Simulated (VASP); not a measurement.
# ZnS: electric field gradients, by potentials

ZnS, P6_3mc (no. 186), 4 atoms in the cell.

| Potentials | Vzz of the first element (V/Å²) | Vzz of the second element (V/Å²) | Time (s) |
|---|---|---|---|
| Zn, S | 19.32 | -5.63 | 11 |
| Zn_GW, S_GW | 18.55 | -6.13 | 16 |
| Zn_sv_GW, S_GW | 18.28 | -6.17 | 28 |
| Zn, S_h | 19.31 | -5.65 | 15 |

## Input of the first row

INCAR:
```
  GGA = PE
  PREC = Accurate
  ENCUT = 550
  EDIFF = 1E-7
  LREAL = F
  LASPH = T
  ALGO = Normal
  NELM = 120
  LWAVE = F
  LCHARG = F
  ISMEAR = 0
  SIGMA = 0.02
  KPAR = 4
  LEFG = T
  QUAD_EFG = 150 -67.8
```

KPOINTS:
```
k-points
0
Gamma
  7 7 4
```

POSCAR:
```
ZnS
1.0
    3.8110000000      0.0000000000      0.0000000000
   -1.9055000000      3.3004228138      0.0000000000
    0.0000000000      0.0000000000      6.2340000000
Zn S
2 2
Direct
    0.6666666667      0.3333333333      0.5000000000
    0.3333333333      0.6666666667      0.0000000000
    0.6666666667      0.3333333333      0.8850000000
    0.3333333333      0.6666666667      0.3850000000
```

Commands:
```
cat potpaw_PBE.64/Zn/POTCAR potpaw_PBE.64/S/POTCAR > POTCAR
mpirun -np 4 vasp_std > vasp.out
```

Changes of the last row against the first:
```
- cat potpaw_PBE.64/Zn/POTCAR potpaw_PBE.64/S/POTCAR > POTCAR
+ cat potpaw_PBE.64/Zn/POTCAR potpaw_PBE.64/S_h/POTCAR > POTCAR
```

VASP 6.6.1 took 11 s on 4 cores (Intel Xeon Platinum 8559C (Emerald Rapids)), a shared host.
